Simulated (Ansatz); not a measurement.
**Be5Te2 polymorphs, one row open**

Level of theory: DFT PBE, scalar-relativistic, plane waves, PAW (Ansatz 0.2.0). All cells share a 420 eV cutoff and Γ-centred k meshes spaced at most about 0.3 Å⁻¹ (about 0.25 or finer for metals, 2π included). No spin polarisation.

All energies are static (0 K, no zero-point motion). Rows are sorted by volume; energies count from the lowest form computed. Coordination counts Be atoms around Te (those within 1.25 times the shortest such distance or 1.15 times the sum of covalent radii, 1.27 where that leaves under three; a plus sign parts nearer from farther groups; a slash parts the counts of unlike sites).

```csv
row,form,source,atoms,coordination,V (Å³/atom),gap on mesh (eV),ΔE (meV/atom)
1,R-3m,invented,7,Te 6,16.1,0,19
2,P3m1,invented,7,Te 3+1/4+1,16.6,0,2
3,C2,invented,7,Te 4,17.7,0,0
4,P-3m1,invented,7,Te 4+1,17.8,0,?
5,R-3m,invented,7,Te 3+1,18.0,0,123
```

The cell of row 4:

```xyz
7
Lattice="3.8391 0.0000 0.0000 -1.9195 3.3247 0.0000 0.0000 0.0000 9.7369" Properties=species:S:1:pos:R:3 pbc="T T T"
Be    0.0000    0.0000    0.0000
Be    1.9195    1.1082    9.6557
Be    0.0000    2.2165    0.0811
Be    1.9195    1.1082    4.0835
Be    0.0000    2.2165    5.6534
Te    0.0000    2.2165    3.1008
Te    1.9195    1.1082    6.6360
```

**Question.** Estimate the missing energy, and say where the row ranks.

**Answer.** 32 meV/atom, which puts it above row 1 and below row 5. Counting Be atoms around Te, row 4 has Te 4+1 and the lowest form (row 3) has Te 4.

An observed structure of this formula, if there is one, may be missing.

For metals, differences of a few meV/atom aren't resolved. These runs have no spin–orbit coupling, which can matter for Te. Even the lowest of the cells shown lies +0.16 eV/atom against the elements. Cells relaxed within their symmetry can be saddle points. Some structure types and database cells were kept out of the candidates from the start, so a known form may be missing.
